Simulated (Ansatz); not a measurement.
## SrO: elastic constants from stress and strain

```xyz
2
Lattice="0.0000 2.5698 2.5698 2.5698 0.0000 2.5698 2.5698 2.5698 0.0000" Properties=species:S:1:pos:R:3 pbc="T T T"
Sr    0.0000    0.0000    0.0000
O     2.5698    2.5698    2.5698
```

Atoms are numbered in the order listed.

Conventional cell: a = 5.140 Å, b = 5.140 Å, c = 5.140 Å, α = 90.00°, β = 90.00°, γ = 90.00°. Sr (atom 1) is surrounded by 6 O at 2.57 Å. Around O (atom 2) lie 6 Sr at 2.57 Å.

The cell is COD entry 1100027, as deposited and not checked against the literature; nothing was relaxed. It is an old determination, and later ones may differ.

Level of theory: DFT, PBE, all-electron LAPW, scalar-relativistic in Ansatz 0.2.0.

The runs use a Γ-centred 8×8×8 k mesh, Fermi–Dirac smearing of 0.02 eV, basis error target 0.25 meV/atom, no spin polarisation.

The unstrained cell is at 2.92 GPa. Large strains and very small stresses are left out. Each strain is applied once, with fractional coordinates held (clamped ions), and σ below is the change of stress, positive in tension. One finite strain gives stress–strain coefficients at this pressure with an error of the order of the strain times third-order constants, a few per cent for each per cent of strain.

With equal xy, yz and zx engineering shear strains of -1 %, the run gives σxy = -0.53 GPa and γxy = 2εxy = -0.0100. Which stiffness follows?

C44 (clamped ions) = σxy/γxy = 53 GPa.

Estimate the stiffness probed by this change, and the stress that it gives: equal xy, yz and zx engineering shear strains of +1 %.

σxy = 0.56 GPa and γxy = 2εxy = 0.0100, so C44 (clamped ions) = σxy/γxy = 56 GPa.

Estimate the stiffness probed by this change, and the stress that it gives: z strained by -1 % at fixed volume.

σzz − σxx = -2.11 GPa and εzz − εxx = -0.0150, so C11 − C12 = (σzz − σxx)/(εzz − εxx) = 140 GPa.

The two estimates of C44 (clamped ions) differ. Why, and which value is best?

Finite strains add third-order terms, which change sign with the strain; interpolating the two linearly to zero strain gives 54 GPa, the better value.

Scaling the volume by 0.9900 and 1.0100 gives 3.92 GPa and 1.97 GPa. Combine this with the best C11 − C12 to estimate C11 and C12.

B = −ΔP/Δln V = 97.5 GPa = (C11 + 2 C12)/3; with C11 − C12 = 140.4 GPa, C11 = B + (2/3)(C11 − C12) = 191 GPa and C12 = B − (C11 − C12)/3 = 51 GPa.
